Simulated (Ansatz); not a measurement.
# SrTiO3: the cost of one run

Method: DFT PBEsol, scalar-relativistic, plane waves, PAW, in Ansatz 0.2.0.

1 further run of the same task is left out (set aside as unsound or not needed).

### 1 The starting structure

The structure is cubic, space group Pm-3m (No. 221). Conventional cell: a = 3.891 Å, b = 3.891 Å, c = 3.891 Å, α = 90.00°, β = 90.00°, γ = 90.00°. Around Sr (site symmetry m-3m) lie 12 O at 2.75 Å. Ti (site symmetry m-3m) has 6 O at 1.95 Å as nearest neighbours. O (site symmetry 4/mmm) is surrounded by 2 Ti at 1.95 Å and 4 Sr at 2.75 Å.

As a file:

```xyz
5
Lattice="3.8911 0.0000 0.0000 0.0000 3.8911 0.0000 0.0000 0.0000 3.8911" Properties=species:S:1:pos:R:3 pbc="T T T"
Sr    1.9456    1.9456    1.9456
Ti    0.0000    0.0000    0.0000
O     1.9456    0.0000    0.0000
O     0.0000    1.9456    0.0000
O     0.0000    0.0000    1.9456
```

It is the result of an earlier relaxation at this level (volume 11.78 Å³/atom; gap on the mesh: 1.85 eV).

### 2 Electronic structure at the relaxed geometry

input.yaml reads:

```yaml
crystal:
  lattice:
    - [3.891120426, 0.0, 0.0]
    - [0.0, 3.891120426, 0.0]
    - [0.0, 0.0, 3.891120426]
  atoms:
    - { symbol: Sr, position: [0.5, 0.5, 0.5] }
    - { symbol: Ti, position: [0.0, 0.0, 0.0] }
    - { symbol: O, position: [0.5, 0.0, 0.0] }
    - { symbol: O, position: [0.0, 0.5, 0.0] }
    - { symbol: O, position: [0.0, 0.0, 0.5] }
basis:
  ecutwfc: 420
kpoints:
  mp_grid: { grid: [8, 8, 8] }
  band_path:
    path:
      - [[0.0, 0.0, 0.0], [0.0, 0.5, 0.0], [0.5, 0.5, 0.0], [0.0, 0.0, 0.0], [0.5, 0.5, 0.5], [0.0, 0.5, 0.0]]
      - [[0.5, 0.5, 0.5], [0.5, 0.5, 0.0]]
    npoints: 14
hamiltonian:
  xc: pbesol
scf:
  occupations: { method: gaussian, width: 0.02 }
  n_extra_bands: 12
output:
  forces: true
  stress: true
  eigenvalues: true
  populations: true
  dos: { projected: true, de: 0.02, nscf_kmesh: { grid: [12, 12, 12] } }
  bader: true
  write_density: true
  write_potential: true
  elf: true
  volumetric_format: npy
```

Started as:

```sh
ansatz run input.yaml --threads 2 --pin off --max-ram 5120MiB --backend cpu --events-out ev --progress --plain --runs-dir out
```

**Question.** How long does this run take on 2 threads of Arm Neoverse V1, shared host, and how much memory does it need?

About 25 s, with a peak of 0.38 GiB.
